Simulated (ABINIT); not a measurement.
# PbSe (Clausthalite) (Fm-3m) in ABINIT: settings compared

The runs below take PbSe (Clausthalite) through band structure, equation of state, with TB-mBJ, r2SCAN.

Program: ABINIT 10.8.3 (patched build). These are calculated values, not measurements. Logs are shortened: lines on timing, memory, paths and dates and some standing lists are left out, and cuts for length are marked. The log counts tension as positive stress, the text compression.

**The experiment to reproduce.**

A printed reference work, monograph reports, for a bulk crystal of PbSe at 4.2 K: band gap 0.15 eV (direct).

The runs below are set against these values where they give the same quantity.

## (1) The structure

Symmetry: Fm-3m, No. 225, cubic system. Conventional cell: a = 6.121 Å, b = 6.121 Å, c = 6.121 Å, α = 90.00°, β = 90.00°, γ = 90.00°. Around Pb (site symmetry m-3m) lie 6 Se at 3.06 Å. Se (site symmetry m-3m) is surrounded by 6 Pb at 3.06 Å.

## (2) Band structure, TB-mBJ

run.abi

```
# Datasets: ground state, then fixed potential
ndtset 2

# Pseudopotentials
pp_dirpath "./"
pseudos "Pb.LDA_PW-JTH.xml, Se.LDA_PW-JTH.xml"

# Structure
acell 4.3284127397 4.3284127397 4.3284127397 Angstrom
rprim
     0.0000000000     0.7071067812     0.7071067812
     0.7071067812     0.0000000000     0.7071067812
     0.7071067812     0.7071067812     0.0000000000
ntypat 2
znucl 82 34
natom 2
typat 1 2
xred
     0.0000000000     0.0000000000     0.0000000000
     0.5000000000     0.5000000000     0.5000000000

# Plane-wave basis
ecut 26.0
pawecutdg 48.0

# Exchange and correlation
ixc -208012
usekden 1
pawxcdev 0

# Bands and occupations
occopt 3
tsmear 0.00183747

# SCF cycle
nstep 100
diemix 0.3
optforces 0
optstress 0

# Output
iomode 3
prtwf 0
prteig 0
prtebands 0
enunit 1
prtden1 1
prtkden1 1

# Dataset 1
kptopt1 1
ngkpt1 8 8 8
nshiftk1 1
shiftk1 0.0 0.0 0.0
nband1 14
tolvrs1 1.0e-7

# Dataset 2: bands along G-X-W-K-G-L-U-W-L-K
iscf2 -2
getden2 1
getkden2 1
nband2 20
nbdbuf2 4
tolwfr2 1.0e-11
kptopt2 -9
ndivsm2 8
prteig2 1
prtvol2 -3
kptbounds2
     0.0000000000     0.0000000000     0.0000000000
     0.5000000000     0.0000000000     0.5000000000
     0.5000000000     0.2500000000     0.7500000000
     0.3750000000     0.3750000000     0.7500000000
     0.0000000000     0.0000000000     0.0000000000
     0.5000000000     0.5000000000     0.5000000000
     0.6250000000     0.2500000000     0.6250000000
     0.5000000000     0.2500000000     0.7500000000
     0.5000000000     0.5000000000     0.5000000000
     0.3750000000     0.3750000000     0.7500000000
```

Potentials or basis: JTH PAW LDA v2.0.

The run is started by

```
abinit run.abi > log 2>&1
```

run.abo:

```text
.Version 10.8.3 of ABINIT
 DATASET    1 : space group Fm -3 m (#225); Bravais cF (face-center cubic)
================================================================================
 Values of the parameters that define the memory need for DATASET  1.
     intxc =       0    ionmov =       0      iscf =       7    lmnmax =      18
     lnmax =       6     mgfft =      40  mpssoang =       3    mqgrid =    3001
     natom =       2  nloc_mem =       2    nspden =       1   nspinor =       1
    nsppol =       1      nsym =      48    n1xccc =       1    ntypat =       2
    occopt =       3   xclevel =       2
       mpw =        2469          nfft =       64000          nkpt =          29
 PAW method is used; the additional fine FFT grid is defined by:
   mgfftf=        54    nfftf =    157464
================================================================================
================================================================================

 DATASET    2 : space group Fm -3 m (#225); Bravais cF (face-center cubic)
================================================================================
 Values of the parameters that define the memory need for DATASET  2.
     intxc =       0    ionmov =       0      iscf =      -2    lmnmax =      18
     lnmax =       6     mgfft =      40  mpssoang =       3    mqgrid =    3001
     natom =       2  nloc_mem =       2    nspden =       1   nspinor =       1
    nsppol =       1      nsym =      48    n1xccc =       1    ntypat =       2
    occopt =       3   xclevel =       2
       mpw =        2473          nfft =       64000          nkpt =         139
 PAW method is used; the additional fine FFT grid is defined by:
   mgfftf=        54    nfftf =    157464
================================================================================
================================================================================

--------------------------------------------------------------------------------
------------- Echo of variables that govern the present computation ------------
--------------------------------------------------------------------------------
 -outvars: echo values of preprocessed input variables --------
            acell      8.1795146379E+00  8.1795146379E+00  8.1795146379E+00 Bohr
              amu      2.07200000E+02  7.89600000E+01
           diemix      3.00000000E-01
             ecut      2.60000000E+01 Hartree
           enunit           1
           getden1          0
           getden2          1
          getkden1          0
          getkden2          1
             iscf1          7
             iscf2         -2
              ixc     -208012
           jdtset        1    2
           kptopt1          1
[... 1426 lines left out ...]
cartesian_forces: null
force_length_stats: {min: null, max: null, mean: null, }
...

 Integrated electronic density in atomic spheres:
 ------------------------------------------------
 Atom  Sphere_radius  Integrated_density
    1        2.40264         11.31276668
    2        2.21132          3.99968999

================================================================================

 ----iterations are completed or convergence reached----

 Mean square residual over all n,k,spin=   54.104E-13; max=  99.958E-13
 reduced coordinates (array xred) for    2 atoms
       0.000000000000      0.000000000000      0.000000000000
       0.500000000000      0.500000000000      0.500000000000

 cartesian coordinates (angstrom) at end:
    1      0.00000000000000     0.00000000000000     0.00000000000000
    2      3.06065000007434     3.06065000007434     3.06065000007434
 length scales=  8.179514637923  8.179514637923  8.179514637923 bohr
              =  4.328412739700  4.328412739700  4.328412739700 angstroms
 Eigenvalues (   eV  ) for nkpt= 139  k points:
 kpt#   1, nband= 20, wtk=  1.00000, kpt=  0.0000  0.0000  0.0000 (reduced coord)
 -13.07231  -13.07231  -13.05873  -13.05873  -13.05873   -9.29519   -1.63700    2.29336
   2.29336    2.29336    9.40917    9.40917    9.40917   11.08956   11.08956   11.08956
  13.30368   13.30368   13.54553   13.70645
 kpt#   2, nband= 20, wtk=  1.00000, kpt=  0.0217  0.0000  0.0217 (reduced coord)
 -13.07250  -13.07218  -13.05877  -13.05853  -13.05853   -9.29057   -1.65665    2.28677
   2.28677    2.32529    9.29813    9.39759    9.39759   11.05717   11.12708   11.12708
  13.30935   13.37509   13.61168   13.75350
 kpt#   3, nband= 20, wtk=  1.00000, kpt=  0.0435  0.0000  0.0435 (reduced coord)
 -13.07323  -13.07195  -13.05897  -13.05802  -13.05802   -9.27670   -1.71322    2.26712
   2.26712    2.41778    9.00287    9.36690    9.36690   10.96645   11.23536   11.23536
  13.32627   13.45475   13.88820   13.90755
 kpt#   4, nband= 20, wtk=  1.00000, kpt=  0.0652  0.0000  0.0652 (reduced coord)
 -13.07464  -13.07157  -13.05931  -13.05724  -13.05724   -9.25365   -1.80042    2.23492
   2.23492    2.56168    8.59730    9.32648    9.32648   10.83239   11.40425   11.40425
  13.35446   13.50338   14.09555   14.40104
 kpt#   5, nband= 20, wtk=  1.00000, kpt=  0.0870  0.0000  0.0870 (reduced coord)
[... 525 lines left out ...]
   1.76441    2.36162    7.52384    7.97776    9.69497   11.27265   14.37303   14.44166
  16.77351   18.15464   18.46393   19.87438
 kpt# 137, nband= 20, wtk=  1.00000, kpt=  0.3929  0.3929  0.7143 (reduced coord)
 -13.14516  -13.07217  -13.05640  -13.03332  -13.02681   -8.00069   -3.57976    0.02320
   1.67629    2.22163    7.73310    8.17862    9.89694   11.04162   14.46090   14.67687
  16.76313   18.07802   18.53596   19.69431
 kpt# 138, nband= 20, wtk=  1.00000, kpt=  0.3839  0.3839  0.7321 (reduced coord)
 -13.14994  -13.07035  -13.05812  -13.03182  -13.02598   -7.98044   -3.50682   -0.10050
   1.59660    2.09408    7.91747    8.36939   10.05323   10.82716   14.58233   14.90783
  16.78822   17.92657   18.57824   19.47402
 kpt# 139, nband= 20, wtk=  1.00000, kpt=  0.3750  0.3750  0.7500 (reduced coord)
 -13.15387  -13.06874  -13.05979  -13.03039  -13.02520   -7.96825   -3.44165   -0.17755
   1.52619    1.97896    8.07503    8.54761   10.15942   10.63402   14.73749   15.09892
  16.89757   17.71338   18.49835   19.32684

== END DATASET(S) ==============================================================
================================================================================

 -outvars: echo values of variables after computation  --------
            acell      8.1795146379E+00  8.1795146379E+00  8.1795146379E+00 Bohr
           etotal1    -5.6611074458E+01
            fcart1     9.9999999999E+99  9.9999999999E+99  9.9999999999E+99
                       9.9999999999E+99  9.9999999999E+99  9.9999999999E+99
            rprim      0.0000000000E+00  7.0710678120E-01  7.0710678120E-01
                       7.0710678120E-01  0.0000000000E+00  7.0710678120E-01
                       7.0710678120E-01  7.0710678120E-01  0.0000000000E+00
           strten1     9.9999999999E+99  9.9999999999E+99  9.9999999999E+99
                       9.9999999999E+99  9.9999999999E+99  9.9999999999E+99
           xangst      0.0000000000E+00  0.0000000000E+00  0.0000000000E+00
                       3.0606500001E+00  3.0606500001E+00  3.0606500001E+00
             xred      0.0000000000E+00  0.0000000000E+00  0.0000000000E+00
                       5.0000000000E-01  5.0000000000E-01  5.0000000000E-01
 Calculation completed.
```

Run time: 16 min. Hardware: 1 thread of AMD EPYC 7R43 (Zen 3), shared host; peak memory 0.26 GiB.

Results:

```yaml
Band_gap_on_the_k_mesh: 0.82 eV, direct
Band_gap_along_the_path: 0.82 eV, direct
Valence_electrons_inside_the_program's_atomic_spheres: Pb 11.31; Se 4.00
```

Levels at the corners of the path, in eV from the valence-band top:
```
point  band 6  band 7  band 8  band 9  band 10  band 11  band 12  band 13  band 14  band 15
    Γ  -13.65   -5.99   -2.06   -2.06    -2.06     5.05     5.05     5.05     6.73     6.73
    X  -12.31   -7.11   -4.91   -3.32    -3.32     4.21     5.93     5.93     6.45    11.08
    W  -12.29   -7.77   -4.21   -4.21    -0.95     2.21     5.32     5.32     8.12     8.12
    K  -12.32   -7.80   -4.53   -2.83    -2.38     3.72     4.19     5.80     6.28    10.38
    Γ  -13.65   -5.99   -2.06   -2.06    -2.06     5.05     5.05     5.05     6.73     6.73
    L  -12.66   -8.58   -1.69   -1.69     0.00     0.82     1.93     1.93     9.41    10.31
    U  -12.32   -7.80   -4.53   -2.83    -2.38     3.72     4.19     5.80     6.28    10.38
    W  -12.29   -7.77   -4.21   -4.21    -0.95     2.21     5.32     5.32     8.12     8.12
    L  -12.66   -8.58   -1.69   -1.69     0.00     0.82     1.93     1.93     9.41    10.31
    K  -12.32   -7.80   -4.53   -2.83    -2.38     3.72     4.19     5.80     6.28    10.38
```

Caveat: the constant c of TB-mBJ comes from the pseudo density here, which moves gaps by up to 0.3 eV between sets of potentials; the PAW data sets were made with another functional, which shifts forces and pressure a little; spin-orbit coupling is left out, which as a rule narrows the gap of such compounds by several tenths of an eV.

## (3) Equation of state, r2SCAN

run.abi

```
# Datasets: one volume each
ndtset 7
getwfk -1
scalecart1 3*0.9795861087
scalecart2 3*0.9864848297
scalecart3 3*0.9932883884
scalecart4 3*1.0000000000
scalecart5 3*1.0066227096
scalecart6 3*1.0131594038
scalecart7 3*1.0196128224

# Pseudopotentials
pp_dirpath "./"
pseudos "Pb.GGA_PBE-JTH.xml, Se.GGA_PBE-JTH.xml"

# Structure
acell 4.3284127397 4.3284127397 4.3284127397 Angstrom
rprim
     0.0000000000     0.7071067812     0.7071067812
     0.7071067812     0.0000000000     0.7071067812
     0.7071067812     0.7071067812     0.0000000000
ntypat 2
znucl 82 34
natom 2
typat 1 2
xred
     0.0000000000     0.0000000000     0.0000000000
     0.5000000000     0.5000000000     0.5000000000

# Plane-wave basis
ecut 26.0
pawecutdg 48.0

# k points
kptopt 1
ngkpt 8 8 8
nshiftk 1
shiftk 0.0 0.0 0.0

# Exchange and correlation
ixc -497498
usekden 1
pawxcdev 0

# Bands and occupations
nband 14
occopt 3
tsmear 0.00183747

# SCF cycle
nstep 100
tolvrs 1.0e-7

# Output
iomode 3
prtwf 1
prtden 0
prteig 0
prtebands 0
enunit 1
```

Potentials or basis: JTH PAW PBE v2.0.

The run is started by

```
abinit run.abi > log 2>&1
```

Wall time 13 min (1 thread of AMD EPYC 7R43 (Zen 3), shared host); peak memory 0.23 GiB.

The run converged. Its results:

```
Equilibrium volume                      : 29.53 Å³/atom
Bulk modulus                            : 52 GPa
Pressure derivative of the bulk modulus : 4.1 (rough: it moves with the points fitted)
```

Energy against volume, from the lowest point:
```tsv
volume (Å³/atom)	energy (meV/atom)
26.951	41.99
27.524	24.29
28.097	11.76
28.671	3.84
29.244	0.00
29.818	0.00
30.391	3.42
```

Caveat: pressures at fixed basis lie under the slope of the energies; the PAW data sets were made with another functional, which shifts forces and pressure a little. Spin-orbit coupling is left out, which matters for the levels of Pb.

## (4) Against experiment

Step 2. Against the measured gap of PbSe, 0.15 eV (direct; 4.2 K; a printed reference work, monograph), the calculated 0.82 eV is off by +0.67 eV. 2 values of this kind are on record (0.15 to 0.28 eV); this one was drawn at random. Spin-orbit coupling on Pb, Se is left out. The value is that of TB-mBJ, without temperature or zero-point motion.

Step 3. The cell as given is a measured one (28.67 Å³/atom); r2SCAN puts the equilibrium volume +3.0 % from it, thermal expansion not counted.
